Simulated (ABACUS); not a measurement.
Crystal: P.

```
CELL_PARAMETERS angstrom
1.72573 0.99635 3.12968
-1.72573 0.99635 3.12968
0.00000 -1.99270 3.12968
ATOMIC_POSITIONS crystal
P 0.77292 0.77292 0.77292
P 0.22708 0.22708 0.22708
```

This isn't the form of P at room conditions, which is orthorhombic.

- Program: ABACUS 3.10.1
- Task: single point
- Functional: PBE
- Potentials or basis: PseudoDojo NC SR 0.4.1 PBE standard
- Cutoff: 1361 eV
- Density cutoff: 5442 eV
- Basis: DZP LCAO (the cutoffs set its grid)
- k mesh: 9 × 9 × 9
- Occupations: fermi-dirac, width 0.05 eV
- Spin: no spin polarisation

On this cell: pressure 3.7 GPa; largest force 0.506 eV/Å; band gap on the k mesh none (metal or under the smearing width).

The same run follows on a disturbed copy (atoms moved at random, drawn with an rms of 0.05 Å):

```
P
1.0
     1.72573    0.99635    3.12968
    -1.72573    0.99635    3.12968
     0.00000   -1.99270    3.12968
P
2
Direct
  0.76363 0.77121 0.76339
  0.22196 0.22899 0.22684
```

Problem. What does the disturbed cell give?

Solution. The energy (extrapolated to zero smearing) moves by -6.9 meV/atom; pressure 1.9 GPa; largest force 0.058 eV/Å; band gap on the k mesh none (metal or under the smearing width).

Forces on the atoms (eV/Å):
```
P    0.005 -0.055 -0.016
P   -0.005  0.055  0.016
```

Stress tensor (GPa, compression positive):
```
 2.79  0.00 -0.02
 0.00  2.79  0.22
-0.02  0.22 -0.01
```

Caveats: the atomic orbitals were generated for these runs and aren't a published set; the basis of atomic orbitals isn't converged, which shifts pressures, moduli and gaps.
